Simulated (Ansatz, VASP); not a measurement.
# One calculation of Ga3Se, two programs

The input INCAR:

```
  PREC = Accurate
  ENCUT = 520
  EDIFF = 1E-6
  ISMEAR = -1
  SIGMA = 0.05
  LREAL = F
  LASPH = T
  NELM = 60
  ALGO = Normal
  ISIF = 2
  LWAVE = F
  LCHARG = F
  GGA = PS
  NBANDS = 30
```

File KPOINTS:

```
regular mesh
0
Gamma
  6 6 6
```

Contents of POSCAR:

```
Ga3Se
1.0
    4.3419811414      0.0000000000      0.0000000000
    0.0000000000      4.3419811414      0.0000000000
    0.0000000000      0.0000000000      4.3419811414
Se Ga
1 3
Direct
    0.0000000000      0.0000000000      0.0000000000
    0.5000000000      0.5000000000      0.0000000000
    0.5000000000      0.0000000000      0.5000000000
    0.0000000000      0.5000000000      0.5000000000
```

input.yaml

```yaml
crystal:
  lattice:
    - [4.3419811414, 0.0, 0.0]
    - [0.0, 4.3419811414, 0.0]
    - [0.0, 0.0, 4.3419811414]
  atoms:
    - { symbol: Se, position: [0.0, 0.0, 0.0] }
    - { symbol: Ga, position: [0.5, 0.5, 0.0] }
    - { symbol: Ga, position: [0.5, 0.0, 0.5] }
    - { symbol: Ga, position: [0.0, 0.5, 0.5] }
kpoints:
  mp_grid: { grid: [6, 6, 6] }
scf:
  occupations: { method: fermi_dirac, width: 0.05 }
hamiltonian:
  xc: pbesol
  pseudopotentials: { kind: all_electron, lapw: { basis_error: 0.001 } }
output:
  forces: true
  stress: true
  eigenvalues: true
```

Change from the starting cell: volume scaled by 0.94.

Alike in both runs: task single point; functional PBEsol; k mesh 6 × 6 × 6; occupations fermi-dirac, width 0.05 eV; no spin polarisation.

|  | VASP | Ansatz |
| --- | --- | --- |
| version | VASP 6.6.1 | Ansatz 0.2.0 |
| potentials or method | VASP PAW PBE potentials, release 64 (Se, Ga_d) | all-electron LAPW, scalar-relativistic |
| plane-wave cutoff (eV) | 520 | see its input |

Ansatz gave:

| Property | Result |
| --- | --- |
| gap on the k mesh at the Fermi level (eV) | none |
| pressure (GPa) | -1.2 |

Q: What did VASP give for the same quantities?

A: gap on the k mesh at the Fermi level (eV): none; pressure (GPa): -1.0.

A gap of «none» marks a metal or a gap that the smearing closes. Ansatz ran all-electron here, so the differences hold the error of VASP's frozen core and of both bases.

Caveats: the PAW data sets were made with another functional, which shifts forces and pressure a little (VASP).
